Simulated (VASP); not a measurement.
Runs of VASP 6.6.1 on BN. It takes space group F-43m (No. 216, cubic). The conventional cell has a = 3.626 Å, b = 3.626 Å, c = 3.626 Å, α = 90.00°, β = 90.00°, γ = 90.00°. Around N (site symmetry -43m) lie 4 B at 1.57 Å. B (site symmetry -43m) has 4 N at 1.57 Å as nearest neighbours. The cell is a database's computed one.

```tsv
task	level	cell	k mesh	cutoff (eV)	smearing	grid for exact exchange (PRECFOCK)	exchange at q = 0	mesh quality	gap on the mesh (eV)	pressure (GPa)	relaxed volume (Å³/atom)
relaxation of cell and atoms	BLYP+D3(BJ)	relaxed	13 × 13 × 13	600	fermi-dirac 0.05 eV	-	-	not flagged	4.96	0.0	5.88
band structure	PBEsol0	as given	7 × 7 × 7	520	fermi-dirac 0.05 eV	Fast	truncated	coarse	6.68	-12.9	-
relaxation of cell and atoms	BLYP+D3	relaxed	13 × 13 × 13	600	fermi-dirac 0.05 eV	-	-	not flagged	(b)	0.0	5.98
relaxation of cell and atoms	HSE03	relaxed	7 × 7 × 7	600	fermi-dirac 0.05 eV	Fast	-	coarse	5.83	0.0	(a)
single point	PBE	as given	13 × 13 × 13	520	gaussian 0.028 eV	-	-	not flagged	4.52	-0.2	-
single point	PBE	as given	13 × 13 × 13	520	gaussian 0.018 eV	-	-	not flagged	4.52	-0.2	-
relaxation of cell and atoms	BLYP+D4	relaxed	13 × 13 × 13	600	fermi-dirac 0.05 eV	-	-	not flagged	4.96	0.0	5.88
single point	PBE	as given	13 × 13 × 13	520	gaussian 0.015 eV	-	-	not flagged	4.52	-0.2	-
```

Alike in all rows: potentials or basis VASP PAW PBE potentials, release 64 (N, B); no spin polarisation.

Question: Fill in the values left out.

Answer: (a) 5.83; (b) 4.93.

Caveats: some runs use coarse meshes; an odd mesh through Γ misses points on the zone boundary, where band edges often lie (some runs); the PAW data sets were made with another functional, which shifts forces and pressure a little (some runs); the mesh misses the band edges, which the band path finds closer together (some runs).
